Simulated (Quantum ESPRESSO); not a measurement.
Ca in Quantum ESPRESSO: the effect of functional

Slab: Ca, a slab with vacuum.

```
Ca
1.0
     3.84607    0.00000    0.00000
    -1.56049    3.51527    0.00000
     0.00000    0.00000   24.56347
Ca
4
Cartesian
  -0.8182 3.0327 7.5000
  1.4788 1.5392 10.6878
  3.7758 0.0457 13.8756
  0.6663 2.0674 17.0635
```

The slab is cut from a database's or a generator's crystal, which needn't be the stable form of the element.

Alike in all runs:

```yaml
Program: Quantum ESPRESSO 7.5
Task: work function
Potentials_or_basis: SG15 PBE 1.2
Cutoff: 925 eV
Density_cutoff: 3701 eV
k_mesh: 6 × 6 × 1
Occupations: fermi-dirac, width 0.05 eV
Spin: no spin polarisation
```

```csv
functional,largest force (eV/Å),work function (eV)
LDA,?,?
PBEsol,0.13,3.02
RPBE,0.04,2.93
revPBE,0.04,2.92
AM05,0.11,2.93
WC,0.13,3.00
PW91,0.11,2.99
```

Question: What does the run with functional LDA give?

Answer: Largest force 0.22 eV/Å; work function 3.07 eV.

Caveats: the potentials were made for another functional, which shifts forces and pressure.

Runs at the PBE level aren't shown here.
